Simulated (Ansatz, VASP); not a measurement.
# Two plane-wave programs on AlN

File INCAR:

```
PREC = Accurate
ENCUT = 520
EDIFF = 1E-6
ISMEAR = 0
SIGMA = 0.01
LREAL = F
LASPH = T
NELM = 100
ALGO = Normal
ISIF = 2
LWAVE = F
LCHARG = F
GGA = PE
NBANDS = 11
```

The input KPOINTS:

```
Automatic mesh
0
Gamma
  8 8 8
```

File POSCAR:

```
AlN
1.0
    0.0000000000      2.2447664391      2.2447664391
    2.2447664391      0.0000000000      2.2447664391
    2.2447664391      2.2447664391      0.0000000000
Al N
1 1
Direct
    0.0000000000      0.0000000000      0.0000000000
    0.7500000000      0.7500000000      0.7500000000
```

Input for Ansatz:

```yaml
crystal:
  lattice:
    - [0.0, 2.2447664391, 2.2447664391]
    - [2.2447664391, 0.0, 2.2447664391]
    - [2.2447664391, 2.2447664391, 0.0]
  atoms:
    - { symbol: Al, position: [0.0, 0.0, 0.0] }
    - { symbol: "N", position: [0.75, 0.75, 0.75] }
kpoints:
  mp_grid: { grid: [8, 8, 8] }
hamiltonian:
  xc: pbe
scf:
  occupations: { method: fixed }
  n_extra_bands: 4
output:
  forces: true
  stress: true
  eigenvalues: true
```

Alike in both runs: task single point; functional PBE; k mesh 8 × 8 × 8; no spin polarisation.

```csv
,VASP,Ansatz
version,VASP 6.6.1,Ansatz 0.2.0
potentials or method,"VASP PAW PBE potentials, release 64 (Al, N)","plane waves, PAW"
plane-wave cutoff (eV),520,420
occupations,"gaussian, width 0.01 eV",fixed
valence electrons in the cell,8,8
```

```tsv
	VASP	Ansatz	Ansatz less VASP
gap on the k mesh at the Fermi level (eV)	3.27	3.28	+0.007
pressure (GPa)	-10.3	-10.0	+0.28
```

A k mesh can miss the band edges.
